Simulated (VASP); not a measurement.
# PtS2 (C2/m) in VASP: further runs

Runs on PtS2. Level: PBE+U. Tasks: single point.

Program: VASP 6.6.1. These are calculated values, not measurements. Logs are shortened: lines on timing, memory, paths and dates and some standing lists are left out, and cuts for length are marked.

## (1) The crystal as given

Symmetry: C2/m, No. 12, monoclinic system. The conventional cell has a = 6.233 Å, b = 3.821 Å, c = 4.395 Å, α = 90.00°, β = 90.04°, γ = 90.00°. Around Pt (site symmetry 2/m) lie 6 S at 2.32 to 2.58 Å. S (site symmetry m) has 3 Pt at 2.32 to 2.58 Å as nearest neighbours.

The cell was built by a generator and isn't the measured one.

## (2) Single point, PBE+U, collinear spin, ferromagnetic start

File INCAR:

```
PREC     = Accurate       # precision mode
ENCUT    = 520            # plane-wave cutoff, eV
EDIFF    = 1E-6           # SCF threshold, eV
ISMEAR   = 0              # smearing method
SIGMA    = 0.05           # smearing width, eV
LREAL    = False          # projectors in reciprocal space
LASPH    = True           # aspherical terms in the spheres
NELM     = 60             # most SCF steps
ALGO     = Normal         # electronic algorithm
ISIF     = 2              # what is computed and relaxed
LWAVE    = False          # write WAVECAR
LCHARG   = False          # write CHGCAR
ISPIN    = 2              # spin polarisation
MAGMOM   = 0.5 0 0        # initial moments
LORBIT   = 11             # projections on sites
LMAXMIX  = 4              # l up to which the mixer works
LDAU     = True           # DFT+U
LDAUTYPE = 2            
LDAUL    = 2 -1           # shell
LDAUU    = 2 0            # U, eV
LDAUJ    = 0 0          
LDAUPRINT= 1            
GGA      = PE             # functional
NBANDS   = 22             # bands
```

File KPOINTS:

```
Automatic mesh
0
Gamma
  6 6 4
```

File POSCAR:

```
PtS2
1.0
    3.1165126000     -1.9104842100      0.0000000000
    3.1165126000      1.9104842100      0.0000000000
   -0.0030682400      0.0000000000      4.3949362900
Pt S
1 2
Direct
    0.0000000000      0.0000000000      0.0000000000
    0.6879000000      0.6879000000      0.2889000000
    0.3121000000      0.3121000000      0.7111000000
```

Potentials or basis: VASP PAW PBE potentials, release 64 (Pt, S).

Command:

```console
> cat potpaw_PBE.64/Pt/POTCAR potpaw_PBE.64/S/POTCAR > POTCAR
> mpirun -np 1 vasp_std > vasp.out
```

OUTCAR:

```text
PREC = Accurate
   ENCUT = 520
   EDIFF = 1E-6
   ISMEAR = 0
   LREAL = False
   LASPH = True
   NELM = 60
   ISIF = 2
   ISPIN = 2
   LORBIT = 11
   GGA = PE

 ion  position               nearest neighbor table
   1  0.000  0.000  0.000-   2 2.32   3 2.32   2 2.58   2 2.58   3 2.58   3 2.58
   2  0.688  0.688  0.289-   1 2.32   1 2.58   1 2.58   3 2.77   3 2.77
   3  0.312  0.312  0.711-   1 2.32   1 2.58   1 2.58   2 2.77   2 2.77

  LATTYP: Found a base centered monoclinic cell.
 ALAT       =     6.2330252000
 B/A-ratio  =     0.6130198896
 C/A-ratio  =     0.7051050204
 COS(beta)  =    -0.0006981305

  Lattice vectors:

 A1 = (   3.1165126000,  -1.9104842100,   0.0000000000)
 A2 = (   3.1165126000,   1.9104842100,   0.0000000000)
 A3 = (  -0.0030682400,   0.0000000000,   4.3949362900)

Analysis of symmetry for initial positions (statically):
=====================================================================
 Subroutine PRICEL returns:
 Original cell was already a primitive cell.

 Routine SETGRP: Setting up the symmetry group for a
 base centered monoclinic supercell.

 Subroutine GETGRP returns: Found  4 space group operations
 (whereof  4 operations were pure point group operations)
 out of a pool of  4 trial point group operations.

The static configuration has the point symmetry C_2h.

Analysis of symmetry for dynamics (positions and initial velocities):
=====================================================================
 Subroutine PRICEL returns:
 Original cell was already a primitive cell.

 Routine SETGRP: Setting up the symmetry group for a
 base centered monoclinic supercell.

 Subroutine GETGRP returns: Found  4 space group operations
 (whereof  4 operations were pure point group operations)
 out of a pool of  4 trial point group operations.

The dynamic configuration has the point symmetry C_2h.

Analysis of structural, dynamic, and magnetic symmetry:
=====================================================================
 Subroutine PRICEL returns:
 Original cell was already a primitive cell.

 Routine SETGRP: Setting up the symmetry group for a
 base centered monoclinic supercell.

 Subroutine GETGRP returns: Found  4 space group operations
 (whereof  4 operations were pure point group operations)
 out of a pool of  4 trial point group operations.

The overall configuration has the point symmetry C_2h.

 Subroutine INISYM returns: Found  4 space group operations
 (whereof  4 operations are pure point group operations),
 and found     1 'primitive' translations

----------------------------------------------------------------------------------------

                                     Primitive cell

  volume of cell :      52.3353

  direct lattice vectors                    reciprocal lattice vectors
     3.116512600 -1.910484210  0.000000000     0.160435738 -0.261713757  0.000112005
     3.116512600  1.910484210  0.000000000     0.160435738  0.261713757  0.000112005
    -0.003068240  0.000000000  4.394936290     0.000000000  0.000000000  0.227534584

  length of vectors
     3.655489119  3.655489119  4.394937361     0.306975128  0.306975128  0.227534584

  position of ions in fractional coordinates (direct lattice)
     0.000000000  0.000000000  0.000000000
     0.687900000  0.687900000  0.288900000
     0.312100000  0.312100000  0.711100000

  ion indices of the primitive-cell ions
   primitive index   ion index
                 1           1
                 2           2
                 3           3

----------------------------------------------------------------------------------------

 KPOINTS: Automatic mesh

Automatic generation of k-mesh.
 Grid dimensions read from file:
 generate k-points for:    6    6    4

 Generating k-lattice:

  Cartesian coordinates                     Fractional coordinates (reciprocal lattice)
     0.026739290 -0.043618959  0.000018668     0.166666667  0.000000000  0.000000000
     0.026739290  0.043618959  0.000018668     0.000000000  0.166666667  0.000000000
     0.000000000  0.000000000  0.056883646     0.000000000  0.000000000  0.250000000

  Length of vectors
     0.051162521  0.051162521  0.056883646

  Shift w.r.t. Gamma in fractional coordinates (k-lattice)
[... 39 lines left out ...]
   ions per type =               1   2
   NGX,Y,Z   is equivalent  to a cutoff of  12.73, 12.73, 13.62 a.u.
   NGXF,Y,Z  is equivalent  to a cutoff of  25.47, 25.47, 27.24 a.u.
 SYSTEM =  unknown system
   PREC   = accura    normal or accurate (medium, high low for compatibility)
   ISTART =      0    job   : 0-new  1-cont  2-samecut
   ICHARG =      2    charge: 1-file 2-atom 10-const
   ISPIN  =      2    spin polarized calculation?
   LNONCOLLINEAR =      F non collinear calculations
   LSORBIT =      F    spin-orbit coupling
   LASPH  =      T    aspherical Exc in radial PAW
   ENCUT  =  520.0 eV  38.22 Ry    6.18 a.u.   6.80  6.80  8.17*2*pi/ulx,y,z
   NELM   =     60;   NELMIN=  2; NELMDL= -5     # of ELM steps
   EDIFF  = 0.1E-05   stopping-criterion for ELM
   LREAL  =      F    real-space projection
   EDIFFG = 0.1E-04   stopping-criterion for IOM
   NSW    =      0    number of steps for IOM
   IBRION =     -1    ionic relax: 0-MD 1-quasi-New 2-CG
   NFREE  =      0    steps in history (QN), initial steepest desc. (CG)
   ISIF   =      2    stress and relaxation
   ISYM   =      2    0-nonsym 1-usesym 2-fastsym
   POTIM  = 0.5000    time-step for ionic-motion
   TEBEG  =    0.0;   TEEND  =   0.0 temperature during run
   PSTRESS=    0.0 pullay stress
   NELECT =      22.0000    total number of electrons
   NUPDOWN=      -1.0000    fix difference up-down
   EMIN   =  10.00;   EMAX   =-10.00  energy-range for DOS
   EFERMI =   0.00;   METHOD = LEGACY
   ISMEAR =     0;   SIGMA  =   0.05  broadening in eV -4-tet -1-fermi 0-gaus
   EFERMI_NEDOS =   21; number of points for ismear=-14 and -15
   IALGO  =     38    algorithm
   IMIX   =      4    mixing-type and parameters
     AMIX     =   0.40;   BMIX     =  1.00
     AMIX_MAG =   1.60;   BMIX_MAG =  1.00
  volume/ion in A,a.u.               =      17.45       117.73
  Fermi-wavevector in a.u.,A,eV,Ry     =   1.226358  2.317481 20.462550  1.503955
  Thomas-Fermi vector in A             =   2.361362
   LORBIT       =     11    0 simple, 1 ext, 2 COOP (PROOUT), +10 PAW based schemes
 LDA+U is selected, type is set to LDAUTYPE =  2
   angular momentum for each species LDAUL =     2   -1
   U (eV)           for each species LDAUU =   2.0  0.0
   J (eV)           for each species LDAUJ =   0.0  0.0
   GGA     = PE    functional components
   LHFCALC =     F    Hartree Fock is set to
   AEXX    =    0.0000 exact exchange contribution
   IVDW    =     0    specifies the selected vdW correction
   LEPSILON=     F    determine dielectric tensor
   LRPA    =     F    only Hartree local field effects (RPA)
 spin polarized calculation
 Gauss-broadening in eV      SIGMA  =   0.05
  energy-cutoff  :      520.00
  volume of cell :       52.34
 maximum number of plane-waves:      1429
   NGX = 13   NGY = 13   NGZ = 17

 number of electron      21.9999995 magnetization      -0.0000206

atom =   1  type =  1  l = 2

 onsite density matrix

spin component  1

  0.8279 -0.0974  0.0000  0.0000  0.0000
 -0.0974  0.7795  0.0000  0.0000  0.0000
  0.0000  0.0000  0.9038  0.0099 -0.0035
  0.0000  0.0000  0.0099  0.7487  0.1163
  0.0000  0.0000 -0.0035  0.1163  0.8196

spin component  2

  0.8279 -0.0975  0.0000  0.0000  0.0000
 -0.0975  0.7794  0.0000  0.0000  0.0000
  0.0000  0.0000  0.9038  0.0099 -0.0035
  0.0000  0.0000  0.0099  0.7487  0.1163
  0.0000  0.0000 -0.0035  0.1163  0.8196

 occupancies and eigenvectors

  o =  0.6621  v =  0.0000  0.0000  0.0416 -0.8032  0.5943  0.0000  0.0000  0.0000  0.0000  0.0000      0.0000  0.0000  0.0000  0.0000  0.0000  0.0000  0.0000  0.0000  0.0000  0.0000
  o =  0.6621  v =  0.0000  0.0000  0.0000  0.0000  0.0000  0.0000  0.0000  0.0415 -0.8032  0.5943      0.0000  0.0000  0.0000  0.0000  0.0000  0.0000  0.0000  0.0000  0.0000  0.0000
  o =  0.7032  v =  0.0000  0.0000  0.0000  0.0000  0.0000 -0.6158 -0.7879  0.0000  0.0000  0.0000      0.0000  0.0000  0.0000  0.0000  0.0000  0.0000  0.0000  0.0000  0.0000  0.0000
  o =  0.7033  v = -0.6158 -0.7879  0.0000  0.0000  0.0000  0.0000  0.0000  0.0000  0.0000  0.0000      0.0000  0.0000  0.0000  0.0000  0.0000  0.0000  0.0000  0.0000  0.0000  0.0000
  o =  0.9018  v =  0.0000  0.0000 -0.7891  0.3385  0.5126  0.0000  0.0000  0.0000  0.0000  0.0000      0.0000  0.0000  0.0000  0.0000  0.0000  0.0000  0.0000  0.0000  0.0000  0.0000
  o =  0.9018  v =  0.0000  0.0000  0.0000  0.0000  0.0000  0.0000  0.0000 -0.7892  0.3384  0.5125      0.0000  0.0000  0.0000  0.0000  0.0000  0.0000  0.0000  0.0000  0.0000  0.0000
  o =  0.9041  v = -0.7879  0.6158  0.0000  0.0000  0.0000  0.0000  0.0000  0.0000  0.0000  0.0000      0.0000  0.0000  0.0000  0.0000  0.0000  0.0000  0.0000  0.0000  0.0000  0.0000
  o =  0.9041  v =  0.0000  0.0000  0.0000  0.0000  0.0000 -0.7879  0.6158  0.0000  0.0000  0.0000      0.0000  0.0000  0.0000  0.0000  0.0000  0.0000  0.0000  0.0000  0.0000  0.0000
  o =  0.9081  v =  0.0000  0.0000 -0.6129 -0.4902 -0.6197  0.0000  0.0000  0.0000  0.0000  0.0000      0.0000  0.0000  0.0000  0.0000  0.0000  0.0000  0.0000  0.0000  0.0000  0.0000
  o =  0.9081  v =  0.0000  0.0000  0.0000  0.0000  0.0000  0.0000  0.0000 -0.6127 -0.4903 -0.6199      0.0000  0.0000  0.0000  0.0000  0.0000  0.0000  0.0000  0.0000  0.0000  0.0000

 number of electron      21.9999995 magnetization       0.0001553

 Free energy of the ion-electron system (eV)
  ---------------------------------------------------
  ext. energy  EPLUGINS =         0.00000000
  ---------------------------------------------------
  free energy    TOTEN  =       -13.38982837 eV

  energy without entropy =      -13.38821550  energy(sigma->0) =      -13.38902194

 E-fermi :   7.2621     XC(G=0): -11.0883

 val. band max:        7.2101954323   @ k =   0.3333   0.1667   0.0000
 cond. band min:       7.2716458148   @ k =   0.3333  -0.0000   0.2500
 fundamental gap:      0.0614503826
 Fermi energy:         7.2620548180

 spin component 1

 k-point     1 :       0.0000    0.0000    0.0000
  band No.  band energies     occupation
      1      -8.0488      1.00000
      2      -4.2885      1.00000
      3       0.3095      1.00000
      4       1.1730      1.00000
      5       1.2084      1.00000
      6       3.6128      1.00000
[... 1193 lines left out ...]
     21      20.1631      0.00000
     22      21.3152      0.00000

 [... further k-points ...]

------------------------ aborting loop because EDIFF is reached ----------------------------------------

  FORCE on cell =-STRESS in cart. coord.  units (eV):
  Direction    XX          YY          ZZ          XY          YZ          ZX
  --------------------------------------------------------------------------------------
  -------------------------------------------------------------------------------------
  Total       -0.2641276     -4.5303255     -0.3506705      0.0000000      0.0000000     -2.2488426
  in kB       -8.0859188   -138.6899735    -10.7353164      0.0000000      0.0000000    -68.8453667
  external PRESSURE =     -52.5037362 kB  Pullay stress =       0.0000000 kB

 VOLUME and BASIS-vectors are now :
 -----------------------------------------------------------------------------
  energy-cutoff  :      520.00
  volume of cell :       52.34
      direct lattice vectors                 reciprocal lattice vectors
     3.116512600 -1.910484210  0.000000000     0.160435738 -0.261713757  0.000112005
     3.116512600  1.910484210  0.000000000     0.160435738  0.261713757  0.000112005
    -0.003068240  0.000000000  4.394936290     0.000000000  0.000000000  0.227534584

 POSITION                                       TOTAL-FORCE (eV/Angst)
 -----------------------------------------------------------------------------------
      0.00000      0.00000      0.00000        -0.000000      0.000000      0.000000
      4.28681      0.00000      1.26970        -0.949833      0.000000     -1.071504
      1.94315      0.00000      3.12524         0.949833      0.000000      1.071504
 -----------------------------------------------------------------------------------
    total drift:                               -0.000000     -0.000000      0.000000

  FREE ENERGIE OF THE ION-ELECTRON SYSTEM (eV)
  ---------------------------------------------------
  free  energy   TOTEN  =       -13.3898283674 eV

  energy  without entropy=      -13.3882155039  energy(sigma->0) =      -13.38902194

 total charge

# of ion       s       p       d       tot
------------------------------------------
    1        0.638   0.611   8.107   9.356
    2        1.379   2.192   0.000   3.572
    3        1.379   2.192   0.000   3.572
--------------------------------------------------
tot          3.397   4.995   8.107  16.499

 magnetization (x)

# of ion       s       p       d       tot
------------------------------------------
    1       -0.000  -0.000   0.000   0.000
    2        0.000   0.000   0.000   0.000
    3        0.000   0.000   0.000   0.000
--------------------------------------------------
tot          0.000   0.000   0.000   0.000
```

It took 82 s on 1 thread of Intel Xeon Platinum 8259CL at 2.50GHz (Skylake/Cascade Lake), shared host; peak memory 0.24 GiB.

Results:

- Free energy: -13.3898 eV
- Pressure: -5.3 GPa
- Largest force: 1.432 eV/Å
- Band gap on the k mesh: none (metal or under the smearing width)
- Net moment: 0.00 μB per cell
- Valence electrons inside the program's atomic spheres: Pt 9.36; S 3.57

Forces in eV/Å, atoms in the order of the input:
```
Pt   0.000  0.000  0.000
S   -0.950  0.000 -1.072
S    0.950  0.000  1.072
```

Levels at points of the mesh, in eV from the Fermi level:
Spin up:
```
           k point  band 7  band 8  band 9  band 10  band 11  band 12  band 13  band 14  band 15  band 16
(0.00, 0.00, 0.00)   -3.62   -2.20   -1.43    -0.61     0.05     0.46     1.11     3.95     4.88     6.69
(0.50, 0.00, 0.00)   -3.62   -3.20   -3.00    -2.72    -2.64     0.44     2.71     6.26     7.37     7.85
(0.50, 0.50, 0.00)   -3.93   -3.46   -3.27    -2.57    -2.53     1.29     2.31     5.43     6.44     6.86
(0.00, 0.00, 0.50)   -3.63   -2.74   -2.46    -1.88    -1.65     2.27     2.47     6.01     6.94     7.33
(0.50, 0.00, 0.50)   -3.26   -2.99   -2.87    -2.15    -0.34     0.41     1.97     5.06     5.38     8.59
(0.50, 0.50, 0.50)   -3.32   -3.26   -2.68    -2.30    -1.58    -0.11     1.53     6.15     6.21     9.25
```
Spin down:
| k point | band 7 | band 8 | band 9 | band 10 | band 11 | band 12 | band 13 | band 14 | band 15 | band 16 |
| --- | --- | --- | --- | --- | --- | --- | --- | --- | --- | --- |
| (0.00, 0.00, 0.00) | -3.62 | -2.20 | -1.43 | -0.61 | 0.05 | 0.46 | 1.11 | 3.95 | 4.88 | 6.69 |
| (0.50, 0.00, 0.00) | -3.62 | -3.20 | -3.00 | -2.72 | -2.64 | 0.44 | 2.71 | 6.26 | 7.37 | 7.85 |
| (0.50, 0.50, 0.00) | -3.93 | -3.46 | -3.27 | -2.57 | -2.53 | 1.29 | 2.31 | 5.43 | 6.44 | 6.86 |
| (0.00, 0.00, 0.50) | -3.63 | -2.74 | -2.46 | -1.88 | -1.65 | 2.27 | 2.47 | 6.01 | 6.94 | 7.33 |
| (0.50, 0.00, 0.50) | -3.26 | -2.99 | -2.87 | -2.15 | -0.34 | 0.41 | 1.97 | 5.06 | 5.38 | 8.59 |
| (0.50, 0.50, 0.50) | -3.32 | -3.26 | -2.68 | -2.30 | -1.58 | -0.11 | 1.53 | 6.15 | 6.21 | 9.25 |

Eigenvalues of the final occupation matrices:
| site | spin | trace | eigenvalues |
| --- | --- | --- | --- |
| site 1 d | 1 | 4.08 | 0.66 0.70 0.90 0.90 0.91 |
| site 1 d | 2 | 4.08 | 0.66 0.70 0.90 0.90 0.91 |

Caveat: forces of over 1 eV/Å show positions far from the minimum, so gaps and moduli don't describe the material at rest.

(Continued in part 2 of 2.)
